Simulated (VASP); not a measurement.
# SnTe (Fm-3m) in VASP: further runs

Aim: see how the results for SnTe move with the level of theory and the settings. Levels: LDA, PBE. Tasks: relaxation of cell and atoms.

All numbers are computed with VASP 6.6.1; they aren't measurements. Logs are shortened: lines on timing, memory, paths and dates and some standing lists are left out, and cuts for length are marked.

## (1) Starting point

The structure is cubic, space group Fm-3m (No. 225). The conventional cell has a = 6.302 Å, b = 6.302 Å, c = 6.302 Å, α = 90.00°, β = 90.00°, γ = 90.00°. Sn (site symmetry m-3m) has 6 Te at 3.15 Å as nearest neighbours. Te (site symmetry m-3m) has 6 Sn at 3.15 Å as nearest neighbours.

## (2) Relaxation of cell and atoms, LDA

Input file INCAR:

```
ALGO = Normal
EDIFF = 1E-6
EDIFFG = -0.01
ENCUT = 600
GGA = CA
IBRION = 2
ISIF = 3
ISMEAR = 0
LASPH = True
LCHARG = False
LREAL = False
LWAVE = False
NELM = 80
NSW = 90
PREC = Accurate
SIGMA = 0.03
```

Input file KPOINTS:

```
k-points
0
Gamma
  10 10 10
```

Input file POSCAR:

```
SnTe
1.0
    0.0000000000      3.1508500000      3.1508500000
    3.1508500000      0.0000000000      3.1508500000
    3.1508500000      3.1508500000      0.0000000000
Sn Te
1 1
Direct
    0.0000000000      0.0000000000      0.0000000000
    0.5000000000      0.5000000000      0.5000000000
```

Potentials or basis: VASP PAW LDA potentials, release 64 (Sn_d, Te).

Started as:

```console
$ cat potpaw_LDA.64/Sn_d/POTCAR potpaw_LDA.64/Te/POTCAR > POTCAR
$ mpirun -np 1 vasp_std > vasp.out
```

OUTCAR:

```text
EDIFF = 1E-6
   EDIFFG = -0.01
   ENCUT = 600
   GGA = CA
   IBRION = 2
   ISIF = 3
   ISMEAR = 0
   LASPH = True
   LREAL = False
   NELM = 80
   NSW = 90
   PREC = Accurate

 ion  position               nearest neighbor table
   1  0.000  0.000  0.000-   2 3.15   2 3.15   2 3.15   2 3.15   2 3.15   2 3.15
   2  0.500  0.500  0.500-   1 3.15   1 3.15   1 3.15   1 3.15   1 3.15   1 3.15

  LATTYP: Found a face centered cubic cell.
 ALAT       =     6.3017000000

  Lattice vectors:

 A1 = (   0.0000000000,   3.1508500000,   3.1508500000)
 A2 = (   3.1508500000,   0.0000000000,   3.1508500000)
 A3 = (   3.1508500000,   3.1508500000,   0.0000000000)

Analysis of symmetry for initial positions (statically):
=====================================================================
 Subroutine PRICEL returns:
 Original cell was already a primitive cell.

 Routine SETGRP: Setting up the symmetry group for a
 face centered cubic supercell.

 Subroutine GETGRP returns: Found 48 space group operations
 (whereof 48 operations were pure point group operations)
 out of a pool of 48 trial point group operations.

The static configuration has the point symmetry O_h .

Analysis of symmetry for dynamics (positions and initial velocities):
=====================================================================
 Subroutine PRICEL returns:
 Original cell was already a primitive cell.

 Routine SETGRP: Setting up the symmetry group for a
 face centered cubic supercell.

 Subroutine GETGRP returns: Found 48 space group operations
 (whereof 48 operations were pure point group operations)
 out of a pool of 48 trial point group operations.

The dynamic configuration has the point symmetry O_h .

 Subroutine INISYM returns: Found 48 space group operations
 (whereof 48 operations are pure point group operations),
 and found     1 'primitive' translations

----------------------------------------------------------------------------------------

                                     Primitive cell

  volume of cell :      62.5624

  direct lattice vectors                    reciprocal lattice vectors
     0.000000000  3.150850000  3.150850000    -0.158687338  0.158687338  0.158687338
     3.150850000  0.000000000  3.150850000     0.158687338 -0.158687338  0.158687338
     3.150850000  3.150850000  0.000000000     0.158687338  0.158687338 -0.158687338

  length of vectors
     4.455974803  4.455974803  4.455974803     0.274854533  0.274854533  0.274854533

  position of ions in fractional coordinates (direct lattice)
     0.000000000  0.000000000  0.000000000
     0.500000000  0.500000000  0.500000000

  ion indices of the primitive-cell ions
   primitive index   ion index
                 1           1
                 2           2

----------------------------------------------------------------------------------------

 KPOINTS: k-points

Automatic generation of k-mesh.
 Grid dimensions read from file:
 generate k-points for:   10   10   10

 Generating k-lattice:

  Cartesian coordinates                     Fractional coordinates (reciprocal lattice)
    -0.015868734  0.015868734  0.015868734     0.100000000  0.000000000  0.000000000
     0.015868734 -0.015868734  0.015868734     0.000000000  0.100000000  0.000000000
     0.015868734  0.015868734 -0.015868734     0.000000000  0.000000000  0.100000000

  Length of vectors
     0.027485453  0.027485453  0.027485453

  Shift w.r.t. Gamma in fractional coordinates (k-lattice)
     0.000000000  0.000000000  0.000000000

 Subroutine IBZKPT returns following result:
 ===========================================

 Found     47 irreducible k-points:

 Following reciprocal coordinates:
            Coordinates               Weight
  0.000000  0.000000  0.000000      1.000000
  0.100000  0.000000  0.000000      8.000000
  0.200000  0.000000  0.000000      8.000000
  0.300000  0.000000  0.000000      8.000000
  0.400000  0.000000  0.000000      8.000000
  0.500000  0.000000  0.000000      4.000000
[... 16 lines left out ...]
  0.300000  0.300000  0.000000      6.000000
  0.400000  0.300000  0.000000     24.000000
 [... further k-points ...]
   k-points           NKPTS =     47   k-points in BZ     NKDIM =     47   number of bands    NBANDS=     14
   number of dos      NEDOS =    301   number of ions     NIONS =      2
   total plane-waves  NPLWV =  46656
   dimension x,y,z NGX =    36 NGY =   36 NGZ =   36
   dimension x,y,z NGXF=    72 NGYF=   72 NGZF=   72
   ions per type =               1   1
   NGX,Y,Z   is equivalent  to a cutoff of  13.43, 13.43, 13.43 a.u.
   NGXF,Y,Z  is equivalent  to a cutoff of  26.86, 26.86, 26.86 a.u.
 SYSTEM =  unknown system
   PREC   = accura    normal or accurate (medium, high low for compatibility)
   ISTART =      0    job   : 0-new  1-cont  2-samecut
   ICHARG =      2    charge: 1-file 2-atom 10-const
   ISPIN  =      1    spin polarized calculation?
   LNONCOLLINEAR =      F non collinear calculations
   LSORBIT =      F    spin-orbit coupling
   LASPH  =      T    aspherical Exc in radial PAW
   ENCUT  =  600.0 eV  44.10 Ry    6.64 a.u.   8.90  8.90  8.90*2*pi/ulx,y,z
   NELM   =     80;   NELMIN=  2; NELMDL= -5     # of ELM steps
   EDIFF  = 0.1E-05   stopping-criterion for ELM
   LREAL  =      F    real-space projection
   EDIFFG = -.1E-01   stopping-criterion for IOM
   NSW    =     90    number of steps for IOM
   IBRION =      2    ionic relax: 0-MD 1-quasi-New 2-CG
   NFREE  =      1    steps in history (QN), initial steepest desc. (CG)
   ISIF   =      3    stress and relaxation
   ISYM   =      2    0-nonsym 1-usesym 2-fastsym
   POTIM  = 0.5000    time-step for ionic-motion
   TEBEG  =    0.0;   TEEND  =   0.0 temperature during run
   PSTRESS=    0.0 pullay stress
   NELECT =      20.0000    total number of electrons
   NUPDOWN=      -1.0000    fix difference up-down
   EMIN   =  10.00;   EMAX   =-10.00  energy-range for DOS
   EFERMI =   0.00;   METHOD = LEGACY
   ISMEAR =     0;   SIGMA  =   0.03  broadening in eV -4-tet -1-fermi 0-gaus
   EFERMI_NEDOS =   21; number of points for ismear=-14 and -15
   IALGO  =     38    algorithm
   IMIX   =      4    mixing-type and parameters
     AMIX     =   0.40;   BMIX     =  1.00
     AMIX_MAG =   1.60;   BMIX_MAG =  1.00
  volume/ion in A,a.u.               =      31.28       211.10
  Fermi-wavevector in a.u.,A,eV,Ry     =   1.119387  2.115336 17.048485  1.253028
  Thomas-Fermi vector in A             =   2.256026
   LORBIT       =      0    0 simple, 1 ext, 2 COOP (PROOUT), +10 PAW based schemes
   GGA     = CA    functional components
   LHFCALC =     F    Hartree Fock is set to
   AEXX    =    0.0000 exact exchange contribution
   IVDW    =     0    specifies the selected vdW correction
   LEPSILON=     F    determine dielectric tensor
   LRPA    =     F    only Hartree local field effects (RPA)
 conjugate gradient relaxation of ions
 non-spin polarized calculation
 Gauss-broadening in eV      SIGMA  =   0.03
  energy-cutoff  :      600.00
  volume of cell :       62.56
 maximum number of plane-waves:      2108
   NGX = 17   NGY = 17   NGZ = 17

--------------------------------------- Ionic step        1  -------------------------------------------

 number of electron      19.9999998 magnetization

 Free energy of the ion-electron system (eV)
  ---------------------------------------------------
  ext. energy  EPLUGINS =         0.00000000
  ---------------------------------------------------
  free energy    TOTEN  =        -8.82408917 eV

  energy without entropy =       -8.82408645  energy(sigma->0) =       -8.82408781

------------------------ aborting loop because EDIFF is reached ----------------------------------------

  FORCE on cell =-STRESS in cart. coord.  units (eV):
  Direction    XX          YY          ZZ          XY          YZ          ZX
  --------------------------------------------------------------------------------------
  -------------------------------------------------------------------------------------
  Total       -0.5675316     -0.5675316     -0.5675316     -0.0000000      0.0000000     -0.0000000
  in kB      -14.5340768    -14.5340768    -14.5340768     -0.0000000      0.0000000     -0.0000000
  external PRESSURE =     -14.5340768 kB  Pullay stress =       0.0000000 kB
[... 57 lines left out ...]
  energy  without entropy=       -8.8313405684  energy(sigma->0) =       -8.83134057

--------------------------------------- Ionic step        3  -------------------------------------------

 number of electron      19.9999997 magnetization

 Free energy of the ion-electron system (eV)
  ---------------------------------------------------
  ext. energy  EPLUGINS =         0.00000000
  ---------------------------------------------------
  free energy    TOTEN  =        -8.83257910 eV

  energy without entropy =       -8.83257910  energy(sigma->0) =       -8.83257910

 E-fermi :   7.1536     XC(G=0):  -9.8707

 val. band max:        7.0507069036   @ k =   0.5000   0.0000   0.0000
 cond. band min:       7.2564873140   @ k =   0.5000   0.0000   0.0000
 fundamental gap:      0.2057804103
 Fermi energy:         7.1535887674

 k-point     1 :       0.0000    0.0000    0.0000
  band No.  band energies     occupation
      1     -14.6882      2.00000
      2     -14.6882      2.00000
      3     -14.6772      2.00000
      4     -14.6772      2.00000
      5     -14.6772      2.00000
      6      -5.9239      2.00000
      7       2.4475      2.00000
      8       4.9156      2.00000
      9       4.9156      2.00000
     10       4.9156      2.00000
     11      10.4692      0.00000
     12      10.4692      0.00000
     13      10.4692      0.00000
     14      11.8440      0.00000
[... 375 lines left out ...]
 k-point    24 :       0.4000    0.3000    0.0000
  band No.  band energies     occupation
      1     -14.7037      2.00000
      2     -14.6847      2.00000
      3     -14.6801      2.00000
      4     -14.6677      2.00000
      5     -14.6673      2.00000
      6      -4.6643      2.00000
      7       0.0988      2.00000
      8       3.0146      2.00000
      9       3.6046      2.00000
     10       3.8273      2.00000
     11       9.7290      0.00000
     12      11.0340      0.00000
     13      11.1203      0.00000
     14      11.5295      0.00000

 [... further k-points ...]

------------------------ aborting loop because EDIFF is reached ----------------------------------------

  FORCE on cell =-STRESS in cart. coord.  units (eV):
  Direction    XX          YY          ZZ          XY          YZ          ZX
  --------------------------------------------------------------------------------------
  -------------------------------------------------------------------------------------
  Total       -0.0012057     -0.0012057     -0.0012057      0.0000000      0.0000000     -0.0000000
  in kB       -0.0318156     -0.0318156     -0.0318156      0.0000000      0.0000000     -0.0000000
  external PRESSURE =      -0.0318156 kB  Pullay stress =       0.0000000 kB
[... 17 lines left out ...]
  FREE ENERGIE OF THE ION-ELECTRON SYSTEM (eV)
  ---------------------------------------------------
  free  energy   TOTEN  =        -8.8325791004 eV

  energy  without entropy=       -8.8325790994  energy(sigma->0) =       -8.83257910

 reached required accuracy - stopping structural energy minimisation
```

Wall time 32 s (1 thread of Intel Xeon 6975P-C (Granite Rapids), shared host); peak memory 0.21 GiB.

Results:

```
Free energy                            : -8.8326 eV
Relaxed volume                         : 30.36 Å³/atom
Relaxed cell                           : a = 4.412 Å, b = 4.412 Å, c = 4.412 Å, α = 60.00°, β = 60.00°, γ = 60.00°
Space group after relaxing (to 0.05 Å) : Fm-3m (No. 225)
Energy gained by relaxing              : 4.2 meV/atom
Ionic steps                            : 3
Pressure after relaxing                : 0.0 GPa
Band gap on the k mesh                 : 0.21 eV, direct
```

The path:
```csv
step,energy change (eV),largest force (eV/Å),pressure (GPa),volume (Å³)
1,0.0000,0.0000,-1.45,62.56
2,-0.0073,0.0000,0.58,60.03
3,-0.0085,0.0000,0.00,60.72
```

Final structure:
```cif
data_structure
_symmetry_space_group_name_H-M 'P 1'
_symmetry_Int_Tables_number 1
_cell_length_a 4.4117
_cell_length_b 4.4117
_cell_length_c 4.4117
_cell_angle_alpha 60.000
_cell_angle_beta 60.000
_cell_angle_gamma 60.000
_cell_volume 60.72
loop_
_atom_site_label
_atom_site_type_symbol
_atom_site_fract_x
_atom_site_fract_y
_atom_site_fract_z
_atom_site_occupancy
Sn1 Sn 0.00000 0.00000 0.00000 1
Te1 Te 0.50000 0.50000 0.50000 1
```

Caveat: spin-orbit coupling is left out, which moves the levels of the heavy elements. LDA usually gives volumes a few per cent too small.

## (3) Relaxation of cell and atoms, LDA

This run uses another cell than the first one, of 30.36 Å³/atom, 0.971 times its volume.

Changes to INCAR since step 2:

```diff
@@ -1,4 +1,4 @@
 ALGO = Normal
-EDIFF = 1E-6
-EDIFFG = -0.01
+EDIFF = 1E-7
+EDIFFG = -0.005
 ENCUT = 600
```

KPOINTS is that of step 2.

Input file POSCAR:

```
SnTe                                    
1.0
   -0.0000000000      3.1195685553      3.1195685553
    3.1195685553      0.0000000000      3.1195685553
    3.1195685553      3.1195685553      0.0000000000
  Sn              Te            
     1     1
Direct
     0.0000000000000000    0.0000000000000000    0.0000000000000000
     0.5000000000000000    0.5000000000000000    0.5000000000000000
```

Potentials or basis: VASP PAW LDA potentials, release 64 (Sn_d, Te).

Started as:

```console
$ cat potpaw_LDA.64/Sn_d/POTCAR potpaw_LDA.64/Te/POTCAR > POTCAR
$ mpirun -np 1 vasp_std > vasp.out
```

Wall time 16 s (1 thread of Intel Xeon 6975P-C (Granite Rapids), shared host); peak memory 0.2 GiB.

It converged, with:

```
Free energy             : -8.8325 eV
Pressure after relaxing : 0.0 GPa
Band gap on the k mesh  : 0.21 eV, direct
```

Final structure:
```xyz
2
Lattice="0.0000 3.1196 3.1196 3.1196 0.0000 3.1196 3.1196 3.1196 0.0000" Properties=species:S:1:pos:R:3 pbc="T T T"
Sn    0.0000    0.0000    0.0000
Te    3.1196    3.1196    3.1196
```

Levels at points of the mesh, in eV from the valence-band top:
```tsv
k point	band 8	band 9	band 10	band 11	band 12	band 13
(0.00, 0.00, 0.00)	-2.14	-2.14	-2.14	3.42	3.42	3.42
(0.50, 0.00, 0.00)	-1.77	-1.77	0.00	0.21	0.36	0.36
(0.50, 0.50, 0.00)	-5.71	-3.80	-3.80	2.13	5.07	5.07
```

Caveat: the relaxation stopped at its first step, so nothing moved; spin-orbit coupling is left out, which moves the levels of the heavy elements.

(Part 1 of 2 ends here.)
